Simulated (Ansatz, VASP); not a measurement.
## Two plane-wave programs on GaSb

The input INCAR:

```
SYSTEM = GaSb
PREC = Accurate
ENCUT = 520
EDIFF = 1E-7
ISMEAR = 0
SIGMA = 0.1
LREAL = .False.
LASPH = .True.
NELM = 100
ALGO = Normal
ISIF = 2
LWAVE = .False.
LCHARG = .False.
GGA = PE
NBANDS = 16
```

KPOINTS

```
regular mesh
0
Gamma
  6 6 6
  0 0 0
```

The input POSCAR:

```
GaSb
1.0
    0.0000000000      3.0686042300      3.0686042300
    3.0686042300      0.0000000000      3.0686042300
    3.0686042300      3.0686042300      0.0000000000
Ga Sb
1 1
Direct
    0.0000000000      0.0000000000      0.0000000000
    0.7500000000      0.7500000000      0.7500000000
```

Input for Ansatz:

```yaml
crystal:
  lattice:
    - [0.0, 3.06860423, 3.06860423]
    - [3.06860423, 0.0, 3.06860423]
    - [3.06860423, 3.06860423, 0.0]
  atoms:
    - { symbol: Ga, position: [0.0, 0.0, 0.0] }
    - { symbol: Sb, position: [0.75, 0.75, 0.75] }
basis:
  ecutwfc: 420
kpoints:
  mp_grid: { grid: [6, 6, 6] }
hamiltonian:
  xc: pbe
scf:
  occupations: { method: gaussian, width: 0.1 }
  lower_state_search: "off"
output:
  forces: true
  stress: true
  eigenvalues: true
```

Alike in both runs: task single point; functional PBE; k mesh 6 × 6 × 6; occupations gaussian, width 0.1 eV; no spin polarisation.

```csv
,VASP,Ansatz
version,VASP 6.6.1,Ansatz 0.2.0
potentials or method,"VASP PAW PBE potentials, release 64 (Ga_d, Sb)","scalar-relativistic, plane waves, PAW"
plane-wave cutoff (eV),520,420
valence electrons in the cell,18,28
```

Ansatz gave:

```
gap on the k mesh at the Fermi level (eV) : none
pressure (GPa)                            : 1.9
```

Q: What did VASP give for the same quantities?

A: gap on the k mesh at the Fermi level (eV): none; pressure (GPa): 2.0.

A gap of «none» marks a metal or a gap that the smearing closes. The two sets of potentials don't hold the same shells in valence.

The runs have no spin-orbit coupling, so splittings on Sb are missing.
